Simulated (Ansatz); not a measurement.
Crystal: Gd.

```
Gd
1.0
    -2.02500    2.02500    2.02500
     2.02500   -2.02500    2.02500
     2.02500    2.02500   -2.02500
Gd
1
Direct
  0.00000 0.00000 0.00000
```

This isn't the form of Gd at room conditions, which is hcp.

Base run:

| Quantity | Value |
| --- | --- |
| Program | Ansatz 0.2.0 |
| Functional | PBEsol |
| Potentials or basis | all-electron LAPW, scalar-relativistic |
| Cutoff | 163 eV (chosen from the basis error) |
| Basis error allowed | 0.001 eV/atom |
| k mesh | 9 × 9 × 9 |
| Occupations | fermi-dirac, width 0.05 eV |
| Spin | collinear spin, ferromagnetic start |
| Starting moments | [7.0] μB |

Its results: band gap on the k mesh none (metal or under the smearing width); pressure -2.3 GPa; net moment 7.60 μB per cell; site moments Gd +7.43 μB.

**Question.** The run is repeated on the same cell with these changes: hubbard terms from none to Gd f U = 2 eV. What comes out?

**Answer.** Band gap on the k mesh none (metal or under the smearing width); pressure -2.2 GPa; net moment 7.78 μB per cell; site moments Gd +7.58 μB.

Caveats: an open f shell can end in a state above the lowest; spin-orbit coupling is left out, which moves the levels of the heavy elements; the magnetic state may not be the lowest (some runs); U is the effective U less J, on atomic orbitals that reach past the spheres (some runs).
